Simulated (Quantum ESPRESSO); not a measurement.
Runs of Quantum ESPRESSO 7.5 on Ga. Symmetry: I4/mmm, No. 139, tetragonal system. Conventional cell: a = 2.769 Å, b = 2.769 Å, c = 4.622 Å, α = 90.00°, β = 90.00°, γ = 90.00°. Ga (site symmetry 4/mmm) is surrounded by 12 Ga at 2.77 to 3.03 Å. This isn't the form of Ga at room conditions, which is orthorhombic.

```tsv
task	level	potentials or basis	cell	k mesh	cutoff (eV)	form of the LDA correlation	SCF threshold	symmetry	mesh quality	gap on the mesh (eV)	pressure (GPa)	V0 of scaled cells (Å³/atom)	B0 (GPa)
equation of state	LDA	GBRV 1.5 LDA	as given	13 × 13 × 13	762	PZ81	2e-10 Ry	-	not flagged	-	-	17.08	68
single point	PBEsol	GBRV 1.5 PBEsol	as given	13 × 13 × 13	762	-	2e-10 Ry	-	not flagged	none	-0.3	-	-
equation of state	r2SCAN	SG15 PBE 1.2	as given	8 × 8 × 8	1197	-	1e-08 Ry	off	coarse	-	-	(a)	60
band structure	PBEsol	GBRV 1.5 PBEsol	as given	13 × 13 × 13	762	-	2e-10 Ry	-	not flagged	none	-0.2	-	-
equation of state	PBEsol	GBRV 1.5 PBEsol	as given	13 × 13 × 13	762	-	2e-10 Ry	-	not flagged	-	-	17.67	(b)
single point	PBEsol	GBRV 1.5 PBEsol	cell strained at random at fixed volume	13 × 13 × 13	762	-	2e-10 Ry	-	not flagged	none	-0.1	-	-
```

Alike in all rows: no spin polarisation; smearing fermi-dirac 0.05 eV.

Question: Fill in the values left out.

Answer: (a) 17.81; (b) 62.

Caveats: some runs use coarse meshes; the cell was scaled at fixed shape and fractional positions, which overstates the stiffness of a crystal with free parameters, most of all of layers and chains (some runs); the potentials were made for another functional, which shifts forces and pressure (some runs).

A k mesh can miss the band edges, and the runs leave out spin-orbit coupling on Ga.

A gap of «none» marks a metal or a gap under the smearing width.
